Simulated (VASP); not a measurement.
# SnO (P1) in VASP: single point with r2SCAN

Aim: the single point of SnO with r2SCAN.

All numbers are computed with VASP 6.6.1; they aren't measurements. Logs are shortened: lines on timing, memory, paths and dates and some standing lists are left out, and cuts for length are marked.

### Step 1. Starting point

The typed cell holds 8 atoms: a = 3.708 Å, b = 3.751 Å, c = 10.903 Å, α = 90.19°, β = 90.47°, γ = 98.00°.

The cell was built by a generator and needn't be a form met in nature.

### Step 2. Single point, r2SCAN

File POSCAR:

```
SnO
1.0
    2.4302663600      2.8002433200      0.0152182800
    2.4632961300     -2.8291155400      0.0062874700
   -0.0478288900     -0.0173622400    -10.9025451300
Sn O
4 4
Direct
    0.0196610000      0.0160000000      0.9803000000
    0.0402630000      0.9579100000      0.4941290000
    0.5021460000      0.5315580000      0.7405350000
    0.5682880000      0.4508530000      0.2341580000
    0.4343590000      0.9654740000      0.6430060000
    0.6277210000      0.0992570000      0.1213290000
    0.0556230000      0.5275490000      0.6353030000
    0.9111380000      0.4452380000      0.1234450000
```

File INCAR.step1:

```
SYSTEM = SnO
  PREC = Accurate
  ENCUT = 520
  ISMEAR = -5
  SIGMA = 0.0485
  LREAL = .False.
  LASPH = .True.
  NELM = 100
  GGA = PE
  ALGO = Normal
  EDIFF = 1E-4
  LWAVE = .True.
  LCHARG = .False.
```

File INCAR.step2:

```
SYSTEM = SnO
  PREC = Accurate
  ENCUT = 520
  EDIFF = 1E-6
  ISMEAR = -1
  SIGMA = 0.0485
  LREAL = .False.
  LASPH = .True.
  NELM = 100
  ALGO = Normal
  ISIF = 2
  LWAVE = .False.
  LCHARG = .False.
  METAGGA = R2SCAN
  LMIXTAU = .True.
  LORBIT = 10
  ISTART = 1
```

File KPOINTS:

```
Automatic mesh
0
Gamma
  5 5 2
  0.5 0 0.5
```

Potentials or basis: VASP PAW PBE potentials, release 64 (Sn_d, O).

Run with:

```sh
> cat potpaw_PBE.64/Sn_d/POTCAR potpaw_PBE.64/O/POTCAR > POTCAR
> cp INCAR.step1 INCAR
> mpirun -np 1 vasp_std > vasp.out
> cp INCAR.step2 INCAR
> mpirun -np 1 vasp_std > vasp.out
```

OUTCAR:

```text
SYSTEM = SnO
   PREC = Accurate
   ENCUT = 520
   EDIFF = 1E-6
   ISMEAR = -1
   LREAL = .False.
   LASPH = .True.
   NELM = 100
   ISIF = 2
   METAGGA = R2SCAN
   LORBIT = 10
   ISTART = 1

 ion  position               nearest neighbor table
   1  0.020  0.016  0.980-   6 2.18   8 2.32   8 2.64   6 2.70   3 3.57   3 3.59   4 3.66   4 3.73
                             4 3.75
   2  0.040  0.958  0.494-   5 2.17   7 2.24   7 2.62   5 2.79   3 3.60   3 3.66   3 3.69   4 3.70

   3  0.502  0.532  0.741-   5 1.99   7 2.00   5 2.35   7 2.36   1 3.57   1 3.59   2 3.60   2 3.66
                             2 3.69
   4  0.568  0.451  0.234-   8 1.76   6 1.84   8 2.71   6 2.71   1 3.66   2 3.70   1 3.73   1 3.75

   5  0.434  0.965  0.643-   3 1.99   2 2.17   3 2.35   2 2.79
   6  0.628  0.099  0.121-   8 1.55   4 1.84   1 2.18   1 2.70   4 2.71
   7  0.056  0.528  0.635-   3 2.00   2 2.24   3 2.36   2 2.62
   8  0.911  0.445  0.123-   6 1.55   4 1.76   1 2.32   1 2.64   4 2.71

  LATTYP: Found a triclinic cell.
 ALAT       =     3.7078010772
 B/A-ratio  =     1.5182753135
 C/A-ratio  =     2.9404662328
 COS(alpha) =     0.0031531318
 COS(beta)  =     0.0081824161
 COS(gamma) =     0.7513770479

  Lattice vectors:

 A1 = (   2.4302663600,   2.8002433200,   0.0152182800)
 A2 = (  -0.0330297700,   5.6293588600,   0.0089308100)
 A3 = (   0.0478288900,   0.0173622400,  10.9025451300)

Analysis of symmetry for initial positions (statically):
=====================================================================
 Subroutine PRICEL returns:
 Original cell was already a primitive cell.

 Routine SETGRP: Setting up the symmetry group for a
 triclinic supercell.

 Subroutine GETGRP returns: Found  1 space group operations
 (whereof  1 operations were pure point group operations)
 out of a pool of  2 trial point group operations.

The static configuration has the point symmetry C_1 .

Analysis of symmetry for dynamics (positions and initial velocities):
=====================================================================
 Subroutine PRICEL returns:
 Original cell was already a primitive cell.

 Routine SETGRP: Setting up the symmetry group for a
 triclinic supercell.

 Subroutine GETGRP returns: Found  1 space group operations
 (whereof  1 operations were pure point group operations)
 out of a pool of  2 trial point group operations.

The dynamic configuration has the point symmetry C_1 .

 Subroutine INISYM returns: Found  1 space group operations
 (whereof  1 operations are pure point group operations),
 and found     1 'primitive' translations

----------------------------------------------------------------------------------------

                                     Primitive cell

  volume of cell :     150.1611

  direct lattice vectors                    reciprocal lattice vectors
     2.430266360  2.800243320  0.015218280     0.205410521  0.178847233 -0.001185938
     2.463296130 -2.829115540  0.006287470     0.203311748 -0.176446240 -0.000610928
    -0.047828890 -0.017362240-10.902545130     0.000403971  0.000147887 -0.091723710

  length of vectors
     3.707801077  3.751234743 10.902663865     0.272362298  0.269201255  0.091724719

  position of ions in fractional coordinates (direct lattice)
     0.019661000  0.016000000  0.980300000
     0.040263000  0.957910000  0.494129000
     0.502146000  0.531558000  0.740535000
     0.568288000  0.450853000  0.234158000
     0.434359000  0.965474000  0.643006000
     0.627721000  0.099257000  0.121329000
     0.055623000  0.527549000  0.635303000
     0.911138000  0.445238000  0.123445000

  ion indices of the primitive-cell ions
   primitive index   ion index
                 1           1
                 2           2
                 3           3
                 4           4
                 5           5
                 6           6
                 7           7
                 8           8

----------------------------------------------------------------------------------------

 KPOINTS: Automatic mesh

Automatic generation of k-mesh.
 Grid dimensions read from file:
 generate k-points for:    5    5    2

 Generating k-lattice:

  Cartesian coordinates                     Fractional coordinates (reciprocal lattice)
     0.041082104  0.035769447 -0.000237188     0.200000000 -0.000000000 -0.000000000
     0.040662350 -0.035289248 -0.000122186    -0.000000000  0.200000000  0.000000000
     0.000201985  0.000073944 -0.045861855     0.000000000  0.000000000  0.500000000

  Length of vectors
     0.054472460  0.053840251  0.045862359

  Shift w.r.t. Gamma in fractional coordinates (k-lattice)
     0.500000000  0.000000000  0.500000000

 Subroutine IBZKPT returns following result:
 ===========================================

 Found     25 irreducible k-points:

 Following reciprocal coordinates:
            Coordinates               Weight
  0.100000  0.000000  0.250000      2.000000
  0.300000 -0.000000  0.250000      2.000000
  0.500000  0.000000  0.250000      2.000000
 -0.300000  0.000000  0.250000      2.000000
 -0.100000  0.000000  0.250000      2.000000
  0.100000  0.200000  0.250000      2.000000
[... 16 lines left out ...]
  0.500000 -0.200000  0.250000      2.000000
 -0.300000 -0.200000  0.250000      2.000000
   k-points           NKPTS =     25   k-points in BZ     NKDIM =     25   number of bands    NBANDS=     48
   number of dos      NEDOS =    301   number of ions     NIONS =      8
   total plane-waves  NPLWV =  65856
   dimension x,y,z NGX =    28 NGY =   28 NGZ =   84
   dimension x,y,z NGXF=    56 NGYF=   56 NGZF=  168
   ions per type =               4   4
   NGX,Y,Z   is equivalent  to a cutoff of  12.55, 12.41, 12.81 a.u.
   NGXF,Y,Z  is equivalent  to a cutoff of  25.11, 24.82, 25.62 a.u.
 SYSTEM =  SnO
   PREC   = accura    normal or accurate (medium, high low for compatibility)
   ISTART =      1    job   : 0-new  1-cont  2-samecut
   ICHARG =      0    charge: 1-file 2-atom 10-const
   ISPIN  =      1    spin polarized calculation?
   LNONCOLLINEAR =      F non collinear calculations
   LSORBIT =      F    spin-orbit coupling
   LASPH  =      T    aspherical Exc in radial PAW
   ENCUT  =  520.0 eV  38.22 Ry    6.18 a.u.   6.89  6.97 20.27*2*pi/ulx,y,z
   NELM   =    100;   NELMIN=  2; NELMDL=  0     # of ELM steps
   EDIFF  = 0.1E-05   stopping-criterion for ELM
   LREAL  =      F    real-space projection
   EDIFFG = 0.1E-04   stopping-criterion for IOM
   NSW    =      0    number of steps for IOM
   IBRION =     -1    ionic relax: 0-MD 1-quasi-New 2-CG
   NFREE  =      0    steps in history (QN), initial steepest desc. (CG)
   ISIF   =      2    stress and relaxation
   ISYM   =      2    0-nonsym 1-usesym 2-fastsym
   POTIM  = 0.5000    time-step for ionic-motion
   TEBEG  =    0.0;   TEEND  =   0.0 temperature during run
   PSTRESS=    0.0 pullay stress
   NELECT =      80.0000    total number of electrons
   NUPDOWN=      -1.0000    fix difference up-down
   EMIN   =  10.00;   EMAX   =-10.00  energy-range for DOS
   EFERMI =   0.00;   METHOD = LEGACY
   ISMEAR =    -1;   SIGMA  =   0.05  broadening in eV -4-tet -1-fermi 0-gaus
   EFERMI_NEDOS =   21; number of points for ismear=-14 and -15
   IALGO  =     38    algorithm
   IMIX   =      4    mixing-type and parameters
     AMIX     =   0.40;   BMIX     =  1.00
     AMIX_MAG =   1.60;   BMIX_MAG =  1.00
  volume/ion in A,a.u.               =      18.77       126.67
  Fermi-wavevector in a.u.,A,eV,Ry     =   1.327147  2.507944 23.964201  1.761319
  Thomas-Fermi vector in A             =   2.456481
   LORBIT       =     10    0 simple, 1 ext, 2 COOP (PROOUT), +10 PAW based schemes
   METAGGA = R2SCAN    functional components
   LHFCALC =     F    Hartree Fock is set to
   AEXX    =    0.0000 exact exchange contribution
   IVDW    =     0    specifies the selected vdW correction
   LEPSILON=     F    determine dielectric tensor
   LRPA    =     F    only Hartree local field effects (RPA)
 non-spin polarized calculation
  energy-cutoff  :      520.00
  volume of cell :      150.16
 maximum number of plane-waves:      4072
   NGX = 13   NGY = 13   NGZ = 41

 number of electron      80.0000001 magnetization

 Free energy of the ion-electron system (eV)
  ---------------------------------------------------
  ext. energy  EPLUGINS =         0.00000000
  ---------------------------------------------------
  free energy    TOTEN  =      -123.26246605 eV

  energy without entropy =     -123.24865183  energy(sigma->0) =     -123.25555894

 E-fermi :   7.0600     XC(G=0): -10.5979

 val. band max:        6.9380810575   @ k =  -0.3000  -0.4000   0.2500
 cond. band min:       7.0667083890   @ k =   0.3000  -0.4000   0.2500
 fundamental gap:      0.1286273315
 Fermi energy:         7.0600317590

 k-point     1 :       0.1000    0.0000    0.2500
  band No.  band energies     occupation
      1     -20.0363      2.00000
      2     -17.0023      2.00000
      3     -16.3683      2.00000
      4     -16.3516      2.00000
      5     -16.2884      2.00000
      6     -16.2606      2.00000
[... 40 lines left out ...]
     47      11.6825      0.00000
     48      11.8858      0.00000
[... 1171 lines left out ...]
     47      10.8435      0.00000
     48      12.0068      0.00000

 [... further k-points ...]

------------------------ aborting loop because EDIFF is reached ----------------------------------------

  FORCE on cell =-STRESS in cart. coord.  units (eV):
  Direction    XX          YY          ZZ          XY          YZ          ZX
  --------------------------------------------------------------------------------------
  -------------------------------------------------------------------------------------
  Total       30.6804765      7.8403505      7.6372746     -0.6558501      9.4298747      1.8952234
  in kB      327.3521910     83.6543692     81.4876063     -6.9977392    100.6141522     20.2215085
  external PRESSURE =     164.1647222 kB  Pullay stress =       0.0000000 kB

 VOLUME and BASIS-vectors are now :
 -----------------------------------------------------------------------------
  energy-cutoff  :      520.00
  volume of cell :      150.16
      direct lattice vectors                 reciprocal lattice vectors
     2.430266360  2.800243320  0.015218280     0.205410521  0.178847233 -0.001185938
     2.463296130 -2.829115540  0.006287470     0.203311748 -0.176446240 -0.000610928
    -0.047828890 -0.017362240-10.902545130     0.000403971  0.000147887 -0.091723710

 POSITION                                       TOTAL-FORCE (eV/Angst)
 -----------------------------------------------------------------------------------
      0.04031     -0.00723    -10.68737        -0.092126      0.858525      0.925914
      2.43383     -2.60587     -5.38063         0.257055      0.001582     -2.406613
      2.49431     -0.11057     -8.06273        -0.247201      2.436347     -0.471796
      2.48048      0.31176     -2.54144        -1.722623     -8.928068    -10.290316
      3.40310     -1.52629     -6.99772         6.306164     -1.303469      0.900272
      1.76423      1.47486     -1.31262       -10.784415      3.699841      3.622656
      1.40430     -1.34777     -6.92226        -6.230709     -1.057745      1.843217
      3.30516      1.28964     -1.32920        12.513854      4.292987      5.876666
 -----------------------------------------------------------------------------------
    total drift:                                0.002879      0.002319     -0.004517

  FREE ENERGIE OF THE ION-ELECTRON SYSTEM (eV)
  ---------------------------------------------------
  free  energy   TOTEN  =      -123.2624660453 eV

  energy  without entropy=     -123.2486518278  energy(sigma->0) =     -123.25555894

 total charge

# of ion       s       p       d       tot
------------------------------------------
    1        1.327   0.701  10.008  12.036
    2        1.260   0.724  10.018  12.002
    3        1.125   0.973  10.134  12.232
    4        1.236   1.188  10.260  12.684
    5        1.596   3.449   0.000   5.046
    6        1.640   3.429   0.000   5.069
    7        1.595   3.439   0.000   5.034
    8        1.643   3.452   0.000   5.094
--------------------------------------------------
tot         11.422  17.355  40.420  69.196
```

Run time: 5.1 min. Hardware: 1 thread of Intel Xeon 6975P-C (Granite Rapids), shared host; peak memory 0.33 GiB.

What came out:

```
Free energy                                           : -123.2625 eV
Pressure                                              : 16.4 GPa
Largest force                                         : 14.476 eV/Å
Band gap on the k mesh                                : none (metal or under the smearing width)
Valence electrons inside the program's atomic spheres : Sn 12.04, 12.00, 12.23, 12.68; O 5.05, 5.07, 5.03, 5.09
```

Forces on the atoms (eV/Å):
```
Sn   -0.092   0.859   0.926
Sn    0.257   0.002  -2.407
Sn   -0.247   2.436  -0.472
Sn   -1.723  -8.928 -10.290
O     6.306  -1.303   0.900
O   -10.784   3.700   3.623
O    -6.231  -1.058   1.843
O    12.514   4.293   5.877
```

Caveat: so large a pressure means that the cell lies far from this level's equilibrium, or that cutoff or potentials fall short; the potentials were made for another functional, which shifts forces and pressure.
